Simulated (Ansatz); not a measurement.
## Structures of Ta₂Si: which is lowest?

Plane-wave DFT in Ansatz with scalar-relativistic PAW potentials, cutoff 420 eV, Γ-centred meshes chosen by cell and gap, Gaussian smearing with energies taken to zero width. Every cell was relaxed (cell and atoms) in a run of its own, within the symmetry of its start. Functional: PBEsol.

Relaxed structures (starts from databases or built by putting these elements on another compound's sites):
A. P-3m1, 3 atoms in the computed cell, a = 3.290 Å, c = 5.492 Å; sites (symmetry × multiplicity) Ta 3m. × 2, Si -3m. × 1; start: built
B. I4/mcm, 6 atoms in the computed cell, a = 6.137 Å, c = 5.040 Å; sites (symmetry × multiplicity) Ta m.2m × 8, Si 422 × 4; start: database

Problem. Rank them by energy. Could pressure change the order?

Solution.
| structure | group | E − E(lowest) (meV/atom) | V (Å³/atom) | gap on mesh (eV) |
| --- | --- | --- | --- | --- |
| B | I4/mcm | 0.0 | 15.82 | 0.00 |
| A | P-3m1 | 586 | 17.16 | 0.00 |

B is lowest, 586 meV/atom under A. The lowest is also the densest of these, so pressure wouldn't bring one of the others in at first order. Other structures may lie lower than all of these, and vibrations aren't counted.

Spin-orbit coupling is left out, which matters for the bands of heavy elements.